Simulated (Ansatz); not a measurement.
# ZnSe: response to strain

Aim: deform ZnSe (equal xx and yy strain of -3 %) and compute stress, forces and field gradients with LAPW, PAW and all-electron datasets made for the crystal.

Program: Ansatz 0.2.0. Level of theory: DFT PBE, scalar-relativistic. These are calculated values, not measurements.

## Step 1: The structure to begin with

The structure is cubic, space group F-43m (No. 216). Conventional cell: a = 5.668 Å, b = 5.668 Å, c = 5.668 Å, α = 90.00°, β = 90.00°, γ = 90.00°. Zn (site symmetry -43m) is surrounded by 4 Se at 2.45 Å. Around Se (site symmetry -43m) lie 4 Zn at 2.45 Å.

Coordinates:

```
Zn Se
1.0
     0.00000    2.83380    2.83380
     2.83380    0.00000    2.83380
     2.83380    2.83380    0.00000
Zn Se
1 1
Direct
  0.00000 0.00000 0.00000
  0.75000 0.75000 0.75000
```

Atoms are numbered in the order of the input: Zn1, Se2.

## Step 2: The deformed structure

Space group F-43m before, I-4m2 after.

## Step 3: LAPW, all electrons

Input file input.yaml:

```yaml
crystal:
  lattice:
    - [0.0, 2.748786, 2.8338]
    - [2.748786, 0.0, 2.8338]
    - [2.748786, 2.748786, 0.0]
  atoms:
    - { symbol: Zn, position: [0.0, 0.0, 0.0] }
    - { symbol: Se, position: [0.75, 0.75, 0.75] }
kpoints:
  mp_grid: { grid: [8, 8, 8] }
  band_path:
    path:
      - [0.0, 0.0, 0.0]
      - [0.5, 0.0, 0.5]
      - [0.75, 0.25, 0.5]
      - [0.5, 0.5, 0.5]
      - [0.0, 0.0, 0.0]
      - [0.5, 0.5, 0.0]
      - [0.6323875, 0.6323875, 0.264775]
      - [0.3676125, 0.3676125, 0.735225]
      - [0.0, 0.0, 0.0]
    npoints: 5
scf:
  occupations: { method: fermi_dirac, width: 0.03 }
hamiltonian:
  xc: pbe
  pseudopotentials: { kind: all_electron, lapw: { basis_error: 0.001 } }
output:
  forces: true
  stress: true
  eigenvalues: true
```

Launch:

```console
$ ansatz run input.yaml --threads 1 --pin off --max-ram 3072MiB --backend cpu --events-out ev --progress --plain --runs-dir out
```

## Step 4: Frozen-core PAW

Input file input.yaml:

```yaml
crystal:
  lattice:
    - [0.0, 2.748786, 2.8338]
    - [2.748786, 0.0, 2.8338]
    - [2.748786, 2.748786, 0.0]
  atoms:
    - { symbol: Zn, position: [0.0, 0.0, 0.0] }
    - { symbol: Se, position: [0.75, 0.75, 0.75] }
kpoints:
  mp_grid: { grid: [8, 8, 8] }
scf:
  occupations: { method: fermi_dirac, width: 0.03 }
hamiltonian:
  xc: pbe
  pseudopotentials: { kind: paw }
output:
  forces: true
  stress: true
  eigenvalues: true
  efg: { contact_densities: true }
  write_density: true
  write_potential: true
  elf: true
  volumetric_format: npy
```

## Step 5: All-electron PAW on datasets made for the crystal

input.yaml: that of step 4 with these lines changed.

```diff
@@ -14,3 +14,3 @@
   xc: pbe
-  pseudopotentials: { kind: paw }
+  pseudopotentials: { kind: all_electron, datasets: crystal }
 output:
@@ -20,5 +20 @@
   efg: { contact_densities: true }
-  write_density: true
-  write_potential: true
-  elf: true
-  volumetric_format: npy
```

(Steps that only read results are left out.)

Q: Predict the outcome of this session. Wanted: pressure; largest shear or deviatoric stress.

As calculated:

```
                                 quantity                                           value
                                 pressure  LAPW 6.70, PAW 6.68, crystal datasets 6.69 GPa
largest shear or deviatoric stress (LAPW)                                        0.69 GPa
```

The largest part of the stress beyond the pressure is 0.69 GPa in size, in the zz component; the atoms are carried along and not relaxed. No run of the undeformed cell stands beside it, so the pressure holds what the given cell had before the change. PAW: stress within 0.02 GPa of LAPW. Crystal datasets: stress within 0.01 GPa of LAPW.
